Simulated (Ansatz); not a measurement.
# SnO: the cost of one run

Computed with Ansatz 0.2.0 (DFT PBE, scalar-relativistic, plane waves, PAW, unless a step's input says otherwise).

### 1 The system as given

It takes space group Pmn2_1 (No. 31, orthorhombic). Conventional cell: a = 3.355 Å, b = 5.674 Å, c = 4.222 Å, α = 90.00°, β = 90.00°, γ = 90.00°. Sn (site symmetry m) has 3 O at 2.15 to 2.16 Å in its first shell of neighbours. Around O (site symmetry m) lie 3 Sn at 2.15 to 2.16 Å.

Coordinates:

```
Sn O
1.0
    -6.71001    0.00000   -8.44394
    -6.71001    0.00000    8.44394
     6.71001   11.34821    0.00000
Sn O
32 32
Cartesian
  -6.7100 1.3159 -6.2775
  -6.7100 6.9900 -2.0555
  -3.3550 1.3159 -2.0555
  -3.3550 6.9900 -6.2775
  -3.3550 6.9900 -2.0555
  -3.3550 6.9900 2.1665
  -10.0650 1.3159 -2.0555
  -10.0650 1.3159 2.1665
  0.0000 6.9900 -2.0555
  0.0000 6.9900 2.1665
  -6.7100 1.3159 -2.0555
  -6.7100 1.3159 2.1665
  -6.7100 1.3159 6.3884
  -6.7100 6.9900 2.1665
  -3.3550 1.3159 2.1665
  -3.3550 6.9900 6.3884
  1.6775 4.3582 0.0555
  1.6775 10.0323 4.2775
  -1.6775 4.3582 -4.1665
  5.0325 10.0323 0.0555
  -1.6775 10.0323 -4.1665
  -1.6775 10.0323 0.0555
  -1.6775 4.3582 4.2775
  -8.3875 4.3582 0.0555
  1.6775 10.0323 -4.1665
  1.6775 10.0323 0.0555
  -5.0325 4.3582 -4.1665
  -5.0325 4.3582 0.0555
  -5.0325 4.3582 4.2775
  -5.0325 10.0323 0.0555
  -1.6775 4.3582 0.0555
  -1.6775 10.0323 4.2775
  0.0000 5.0570 3.1110
  0.0000 10.7311 7.3330
  -3.3550 5.0570 -1.1110
  3.3550 10.7311 3.1110
  -3.3550 10.7311 -1.1110
  -3.3550 10.7311 3.1110
  -3.3550 5.0570 7.3330
  -3.3550 5.0570 -5.3329
  0.0000 10.7311 -1.1110
  0.0000 10.7311 3.1110
  -6.7100 5.0570 -1.1110
  -6.7100 5.0570 3.1110
  0.0000 5.0570 -1.1110
  0.0000 10.7311 -5.3329
  -3.3550 5.0570 3.1110
  3.3550 10.7311 -1.1110
  -11.7425 0.6171 1.0000
  -5.0325 6.2912 -3.2220
  -8.3875 0.6171 5.2220
  -8.3875 6.2912 1.0000
  -1.6775 6.2912 -3.2220
  -1.6775 6.2912 1.0000
  -8.3875 0.6171 -3.2220
  -8.3875 0.6171 1.0000
  -5.0325 6.2912 5.2220
  1.6775 6.2912 1.0000
  -5.0325 0.6171 -3.2220
  -5.0325 0.6171 1.0000
  -5.0325 0.6171 5.2220
  -5.0325 6.2912 1.0000
  -1.6775 0.6171 1.0000
  -1.6775 6.2912 5.2220
```

The runs take a perfect supercell of 64 atoms; the defect goes to fractional position (0.039, 0.407, 0.446).

### 2 The perfect supercell

Contents of input.yaml:

```yaml
crystal:
  lattice:
    - [-6.71001, 0.0, -8.44394]
    - [-6.71001, 0.0, 8.44394]
    - [6.71001, 11.348208, 0.0]
  atoms:
    - { symbol: Sn, position: [0.929691, 0.186263, 0.115954] }
    - { symbol: Sn, position: [0.929691, 0.686263, 0.615954] }
    - { symbol: Sn, position: [0.429691, 0.186263, 0.115954] }
    - { symbol: Sn, position: [0.929691, 0.186263, 0.615954] }
    - { symbol: Sn, position: [0.679691, 0.436263, 0.615954] }
    - { symbol: Sn, position: [0.429691, 0.686263, 0.615954] }
    - { symbol: Sn, position: [0.929691, 0.686263, 0.115954] }
    - { symbol: Sn, position: [0.679691, 0.936263, 0.115954] }
    - { symbol: Sn, position: [0.429691, 0.186263, 0.615954] }
    - { symbol: Sn, position: [0.179691, 0.436263, 0.615954] }
    - { symbol: Sn, position: [0.679691, 0.436263, 0.115954] }
    - { symbol: Sn, position: [0.429691, 0.686263, 0.115954] }
    - { symbol: Sn, position: [0.179691, 0.936263, 0.115954] }
    - { symbol: Sn, position: [0.679691, 0.936263, 0.615954] }
    - { symbol: Sn, position: [0.179691, 0.436263, 0.115954] }
    - { symbol: Sn, position: [0.179691, 0.936263, 0.615954] }
    - { symbol: Sn, position: [0.063737, 0.070309, 0.384046] }
    - { symbol: Sn, position: [0.063737, 0.570309, 0.884046] }
    - { symbol: Sn, position: [0.563737, 0.070309, 0.384046] }
    - { symbol: Sn, position: [0.063737, 0.070309, 0.884046] }
    - { symbol: Sn, position: [0.813737, 0.320309, 0.884046] }
    - { symbol: Sn, position: [0.563737, 0.570309, 0.884046] }
    - { symbol: Sn, position: [0.063737, 0.570309, 0.384046] }
    - { symbol: Sn, position: [0.813737, 0.820309, 0.384046] }
    - { symbol: Sn, position: [0.563737, 0.070309, 0.884046] }
    - { symbol: Sn, position: [0.313737, 0.320309, 0.884046] }
    - { symbol: Sn, position: [0.813737, 0.320309, 0.384046] }
    - { symbol: Sn, position: [0.563737, 0.570309, 0.384046] }
    - { symbol: Sn, position: [0.313737, 0.820309, 0.384046] }
    - { symbol: Sn, position: [0.813737, 0.820309, 0.884046] }
    - { symbol: Sn, position: [0.313737, 0.320309, 0.384046] }
    - { symbol: Sn, position: [0.313737, 0.820309, 0.884046] }
    - { symbol: O, position: [0.038598, 0.407027, 0.445625] }
    - { symbol: O, position: [0.038598, 0.907027, 0.945625] }
    - { symbol: O, position: [0.538598, 0.407027, 0.445625] }
    - { symbol: O, position: [0.038598, 0.407027, 0.945625] }
    - { symbol: O, position: [0.788598, 0.657027, 0.945625] }
    - { symbol: O, position: [0.538598, 0.907027, 0.945625] }
    - { symbol: O, position: [0.038598, 0.907027, 0.445625] }
    - { symbol: O, position: [0.788598, 0.157027, 0.445625] }
    - { symbol: O, position: [0.538598, 0.407027, 0.945625] }
    - { symbol: O, position: [0.288598, 0.657027, 0.945625] }
    - { symbol: O, position: [0.788598, 0.657027, 0.445625] }
    - { symbol: O, position: [0.538598, 0.907027, 0.445625] }
    - { symbol: O, position: [0.288598, 0.157027, 0.445625] }
    - { symbol: O, position: [0.788598, 0.157027, 0.945625] }
    - { symbol: O, position: [0.288598, 0.657027, 0.445625] }
    - { symbol: O, position: [0.288598, 0.157027, 0.945625] }
    - { symbol: O, position: [0.842973, 0.961402, 0.054375] }
    - { symbol: O, position: [0.842973, 0.461402, 0.554375] }
    - { symbol: O, position: [0.342973, 0.961402, 0.054375] }
    - { symbol: O, position: [0.842973, 0.961402, 0.554375] }
    - { symbol: O, position: [0.592973, 0.211402, 0.554375] }
    - { symbol: O, position: [0.342973, 0.461402, 0.554375] }
    - { symbol: O, position: [0.842973, 0.461402, 0.054375] }
    - { symbol: O, position: [0.592973, 0.711402, 0.054375] }
    - { symbol: O, position: [0.342973, 0.961402, 0.554375] }
    - { symbol: O, position: [0.092973, 0.211402, 0.554375] }
    - { symbol: O, position: [0.592973, 0.211402, 0.054375] }
    - { symbol: O, position: [0.342973, 0.461402, 0.054375] }
    - { symbol: O, position: [0.092973, 0.711402, 0.054375] }
    - { symbol: O, position: [0.592973, 0.711402, 0.554375] }
    - { symbol: O, position: [0.092973, 0.211402, 0.054375] }
    - { symbol: O, position: [0.092973, 0.711402, 0.554375] }
basis:
  ecutwfc: 420
  fft_grid_basis: typed
kpoints:
  mp_grid: { grid: [1, 1, 1] }
hamiltonian:
  xc: pbe
  pseudopotentials: { kind: paw }
scf:
  occupations: { method: gaussian, width: 0.05 }
output:
  forces: true
  stress: false
  eigenvalues: true
  bader: false
  write_density: true
  volumetric_format: npy
```

Command:

```
ansatz run input.yaml --threads 8 --pin off --max-ram 16384MiB --backend cpu --events-out ev --progress --plain --runs-dir out
```

**Question.** How long does this run take on 8 threads of Intel Xeon Platinum 8259CL at 2.50GHz (Skylake/Cascade Lake), shared host, and how much memory does it need?

About 6.8 s, with a peak of 1.7 GiB.
